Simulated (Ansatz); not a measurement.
We consider zinc-blende ZnTe, described by rVV10 in Ansatz (PAW).

Run with plane-wave cutoff 520 eV, 10×10×10 k mesh, Fermi–Dirac smearing 0.01 eV, scalar-relativistic PAW data made under PBE.

Computed points:

| V (Å³/atom) | E − E_lowest (meV/atom) |
|---|---|
| 27.898 | 16.62 |
| 28.492 | 7.10 |
| 29.085 | 1.71 |
| 29.679 | 0.00 |
| 30.272 | 1.58 |
| 30.866 | 6.10 |
| 31.459 | 13.25 |

**Question.** Fit the third-order Birch–Murnaghan equation and give B0 and B′.

**Answer.** V0 = 29.679 Å³/atom, B0 = 44.4 GPa, B′ = 4.7 (fit to the energies at full precision).

Measured, for comparison: bulk modulus 51 ± 3 GPa (room temperature, no zero-point or thermal correction; as tabulated in Determination of phase transition pressures of ZnTe under quasihydrostatic …); equilibrium volume per atom 28.42 Å³/atom (room temperature, no zero-point or thermal correction; as tabulated in Albrecht et al. (1997), arXiv:cond-mat/9706128). Computed (rounded) less measured: bulk modulus -13 %, equilibrium volume per atom +4.4 %.

Spin–orbit coupling is not included.

The computed numbers hold no vibrational or temperature effects.

Ansatz is a program for electronic structure.
